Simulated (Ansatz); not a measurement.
# Bi: pressure and energy less free atoms against volume scale

Periodic Kohn-Sham DFT of a crystal at fixed atoms, scaled to volume_scale times the given cell; pressure positive in compression, energy less spherical unpolarised free atoms, largest_vzz the field gradient of largest size among the nuclei. The results are calculated, by Ansatz 0.2.0.

The cell before it is scaled or strained (space group R-3m, No. 166):
```
CELL_PARAMETERS angstrom
2.27300 1.31230 3.95400
-2.27300 1.31230 3.95400
0.00000 -2.62460 3.95400
ATOMIC_POSITIONS crystal
Bi 0.23389 0.23389 0.23389
Bi 0.76611 0.76611 0.76611
```

Settings of every row: method all-electron LAPW; functional PBE; relativity scalar; k mesh 11x11x11; filling fermi-dirac; smearing width 0.03 eV; basis error target 0.25 meV/atom; nucleus gaussian.

Atom start moment: 0 on all atoms.

Limits: no spin-orbit coupling on heavy atoms.

| row | volume scale | V (Å³/atom) | pressure (GPa) | energy less free atoms (eV/atom) |
| --- | --- | --- | --- | --- |
| 1 | 0.94 | 33.26 | 5.414 | -3.8187 |
| 2 | 0.96 | 33.967 | 4.072 | -3.8396 |
| 3 | 0.98 | 34.675 | 2.871 | -3.8549 |
| 4 | 0.99 | 35.029 | 2.317 | -3.8606 |
| 5 | 1 | 35.383 | 1.793 | -3.8652 |
| 6 | 1.01 | 35.736 | ? | ? |
| 7 | 1.02 | 36.09 | 0.828 | -3.8709 |
| 8 | 1.04 | 36.798 | -0.039 | -3.8726 |
| 9 | 1.06 | 37.506 | -0.816 | -3.8707 |

Question: what pressure and energy less free atoms should row 6 give?

Worked fit of pressure. Take u = (V_r/V)^(2/3) − 1 with V_r = 35.206 Å³ an atom, which is twice the finite (Eulerian) strain; such expansions in the strain, on which the Birch-Murnaghan equation of state is built, carry the rest volume and the bulk modulus. The shown rows have u = 0.03864, 0.02417, 0.01018, 0.00337, -0.00334, -0.0164, -0.02905, -0.04131. Least squares give pressure = 2.0514 + 78.171 × u + 220.71 × u² + 213 × u³ GPa; a parabola predicts inner rows, each left out in turn, worse (root mean square 0.0034 against 0.00084 GPa). The rows lie off it by 0.000, -0.001, 0.001, 0.000, 0.000, 0.000, -0.001, 0.000. The pressure vanishes at u = -0.0285, or V = 36.76 Å³ an atom, and there the bulk modulus at fixed shape and fractions is B = −V dP/dV = (2/3)(1 + u) dP/du = 42.8 GPa. Letting shape and atoms relax would as a rule lower it, by much in layered, chain or molecular crystals. The withheld row has u = -0.00991, so the fit gives 2.0514 + 78.171 × (-0.00991) + 220.71 × (-0.00991)² + 213 × (-0.00991)³ = 1.298 GPa.

The calculation gave 1.297 GPa. The fit lies 0.001 GPa (0.016 % of the column's range) above it, one unit of the last digit.

Worked fit of energy less free atoms. Take u = (V_r/V)^(2/3) − 1 with V_r = 35.206 Å³ an atom, which is twice the finite (Eulerian) strain; such expansions in the strain, on which the Birch-Murnaghan equation of state is built, carry the rest volume and the bulk modulus. The shown rows have u = 0.03864, 0.02417, 0.01018, 0.00337, -0.00334, -0.0164, -0.02905, -0.04131. Least squares give energy less free atoms = −3.86304 + 0.6762 × u + 12.046 × u² + 4 × u³ eV/atom; a parabola predicts inner rows, each left out in turn, worse (root mean square 6.6e-05 against 2.6e-05 eV/atom). All shown rows lie on it to the printed digit. Its lowest point lies at u = -0.0285, or V = 36.76 Å³ an atom, and the curvature there gives the bulk modulus at fixed shape and fractions, B = (4/9)(1 + u)² E″(u)/V = 42.8 GPa. Letting shape and atoms relax would as a rule lower it, by much in layered, chain or molecular crystals. The withheld row has u = -0.00991, so the fit gives −3.86304 + 0.6762 × (-0.00991) + 12.046 × (-0.00991)² + 4 × (-0.00991)³ = -3.8686 eV/atom.

The calculation gave -3.8686 eV/atom. The fit meets it to the printed digit.
